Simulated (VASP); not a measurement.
# BeTe: forms and solvers of the BSE on one G0W0 step

BeTe, F-43m (no. 216), 2 atoms in the cell. PBE, G0W0 and BSE; PAW potentials Te_GW, Be_GW (PBE set).

GW step before the BSE: G0W0.

## Input

INCAR.step1:
```
PREC = Accurate
ENCUT = 250
ISMEAR = 0
SIGMA = 0.02
EDIFF = 1E-8
LASPH = True
KPAR = 4
LWAVE = True
LCHARG = False
```

INCAR.step2:
```
PREC = Accurate
ENCUT = 250
ISMEAR = 0
SIGMA = 0.02
EDIFF = 1E-7
LASPH = True
KPAR = 4
LWAVE = True
LCHARG = False
ALGO = Exact
NELM = 1
LOPTICS = True
ISTART = 1
NBANDS = 64
NEDOS = 2000
```

INCAR.step3:
```
PREC = Accurate
ENCUT = 250
ISMEAR = 0
SIGMA = 0.02
LASPH = True
KPAR = 4
LWAVE = True
LCHARG = False
ALGO = EVGW0
NELMGW = 1
ISTART = 1
NBANDS = 64
ENCUTGW = 120
NOMEGA = 48
NBANDSGW = 20
PRECFOCK = Fast
```

INCAR.step4:
```
PREC = Accurate
ENCUT = 250
ISMEAR = 0
SIGMA = 0.02
LASPH = True
KPAR = 4
LWAVE = False
LCHARG = False
ALGO = BSE
NBANDS = 64
NBANDSO = 4
NBANDSV = 4
IBSE = 2
NBSEEIG = 4
ENCUTGW = 120
PRECFOCK = Fast
ANTIRES = 0
OMEGAMAX = 25
CSHIFT = 0.15
NOMEGA = 1000
ISTART = 1
```

INCAR.step5, as INCAR.step4 but for:
```
- ANTIRES = 0
+ ANTIRES = 1
```

INCAR.step6 changes the same tag again: ANTIRES = 2.

INCAR.step7, as INCAR.step6 but for:
```
- ANTIRES = 2
+ ANTIRES = 0
+ LHARTREE = False
+ LADDER = False
```

INCAR.step8, as INCAR.step7 but for:
```
- ANTIRES = 0
- LHARTREE = False
+ ANTIRES = 2
```

INCAR.step9, as INCAR.step8 but for:
```
- ANTIRES = 2
- LADDER = False
+ ANTIRES = 0
+ LTRIPLET = True
```

INCAR.step10, as INCAR.step9 but for:
```
- IBSE = 2
- LTRIPLET = True
+ IBSE = 3
+ BSEPREC = High
```

INCAR.step11, as INCAR.step10 but for:
```
- IBSE = 3
- BSEPREC = High
+ IBSE = 1
```

INCAR.step12, as INCAR.step11 but for:
```
- IBSE = 1
+ IBSE = 2
+ SCISSOR = 0.3
```

INCAR.step13, as INCAR.step12 but for:
```
- NBANDSO = 4
- NBANDSV = 4
- SCISSOR = 0.3
+ NBANDSO = 1
+ NBANDSV = 1
```

INCAR.step14, as INCAR.step13 but for:
```
- NBANDSO = 1
- NBANDSV = 1
+ NBANDSO = 4
+ NBANDSV = 4
+ NBSEBLOCKO = 2
+ NBSEBLOCKV = 2
```

INCAR.step15, as INCAR.step14 but for:
```
- KPAR = 4
- IBSE = 2
- NBSEEIG = 4
- NBSEBLOCKO = 2
- NBSEBLOCKV = 2
+ IBSE = 0
+ NBSEEIG = 3
+ BSEHOLE = 0.79 0.78 0.77
```

INCAR.step16, as INCAR.step15 but for:
```
- BSEHOLE = 0.79 0.78 0.77
+ BSEELECTRON = 0.79 0.78 0.77
```

KPOINTS:
```
k-points
0
Gamma
  4 4 4
```

POSCAR:
```
BeTe
1.0
    0.0000000000      2.7700000000      2.7700000000
    2.7700000000      0.0000000000      2.7700000000
    2.7700000000      2.7700000000      0.0000000000
Te Be
1 1
Direct
    0.7500000000      0.7500000000      0.7500000000
    0.0000000000      0.0000000000      0.0000000000
```

Commands (each step's output is kept before the next begins):
```
cat potpaw_PBE.64/Te_GW/POTCAR potpaw_PBE.64/Be_GW/POTCAR > POTCAR
cp INCAR.step1 INCAR
mpirun -np 4 vasp_std > vasp.out
cp INCAR.step2 INCAR
mpirun -np 4 vasp_std > vasp.out
cp INCAR.step3 INCAR
mpirun -np 4 vasp_std > vasp.out
cp INCAR.step4 INCAR
mpirun -np 4 vasp_std > vasp.out
cp INCAR.step5 INCAR
mpirun -np 4 vasp_std > vasp.out
cp INCAR.step6 INCAR
mpirun -np 4 vasp_std > vasp.out
cp INCAR.step7 INCAR
mpirun -np 4 vasp_std > vasp.out
cp INCAR.step8 INCAR
mpirun -np 4 vasp_std > vasp.out
cp INCAR.step9 INCAR
mpirun -np 4 vasp_std > vasp.out
cp INCAR.step10 INCAR
mpirun -np 4 vasp_std > vasp.out
cp INCAR.step11 INCAR
mpirun -np 4 vasp_std > vasp.out
cp INCAR.step12 INCAR
mpirun -np 4 vasp_std > vasp.out
cp INCAR.step13 INCAR
mpirun -np 4 vasp_std > vasp.out
cp INCAR.step14 INCAR
mpirun -np 4 vasp_std > vasp.out
cp INCAR.step15 INCAR
mpirun -np 1 vasp_std > vasp.out
cp INCAR.step16 INCAR
mpirun -np 1 vasp_std > vasp.out
rm WFULL*.tmp
cp INCAR.step4 INCAR
mpirun -np 4 vasp_std > vasp.out
```

## Result

- Direct quasiparticle gap on the mesh (eV): 4.53
- Direct Kohn-Sham gap on the mesh (eV): 3.56

One ground state, settings moved in the last step alone:

| Settings | ε at zero frequency | First excitation (eV) | First bright (eV) | Time (s) |
|---|---|---|---|---|
| BSE, Tamm-Dancoff | 9.90 | 4.189 | 4.210 | 4 |
| BSE, ANTIRES 1 | 9.47 | 4.196 | 4.229 | 5 |
| BSE, ANTIRES 2 | 9.47 | 4.189 | 4.208 | 5 |
| independent quasiparticles | 8.73 | 4.526 | 4.526 | 1 |
| RPA on quasiparticles, ANTIRES 2 | 7.85 | 4.533 | 4.541 | 2 |
| triplet | – | 4.153 | – | 2 |
| Lanczos (IBSE 3) | 9.90 | – | – | 2 |
| time evolution (IBSE 1) | 9.87 | – | – | 6 |
| scissor of 0.3 eV on top | 9.40 | 4.489 | 4.510 | 3 |
| one valence and one conduction band | 5.21 | 4.216 | 4.216 | 1 |
| matrix set up in blocks of bands | 9.90 | 4.189 | 4.210 | 7 |
| old driver (IBSE 0) with the exciton's density | 9.90 | 4.189 | 4.210 | 6 |
| electron held instead of the hole | 9.90 | 4.189 | 4.210 | 6 |
| diagonal screening alone | 9.84 | 4.196 | 4.214 | 3 |

Make-up of the lowest excitation, one of several of nearly equal energy, so its shares depend on the choice among them:

| k point | From band | To band | Share |
|---|---|---|---|
| 0.000 0.000 0.000 | 4 | 6 | 0.25 |
| 0.000 0.000 0.000 | 3 | 7 | 0.24 |
| 0.000 0.000 0.000 | 3 | 5 | 0.24 |
| 0.000 0.000 0.000 | 2 | 6 | 0.24 |
| 0.000 0.000 -0.250 | 4 | 5 | 0.00 |
| 0.000 0.000 0.250 | 4 | 5 | 0.00 |

Limits: The 4×4×4 mesh is coarse for a spectrum: peaks stand apart that a denser mesh merges; spin-orbit coupling is left out, which can matter with atoms this heavy; bands, mesh and cutoff of the G0W0 step are small, so absolute energies aren't converged; the pairs hold 4 valence and 4 conduction bands, and what lies beyond is missing from ε.

VASP 6.6.1 took 69 s on 4 cores (Intel Xeon Platinum 8488C (Sapphire Rapids)), a shared host.
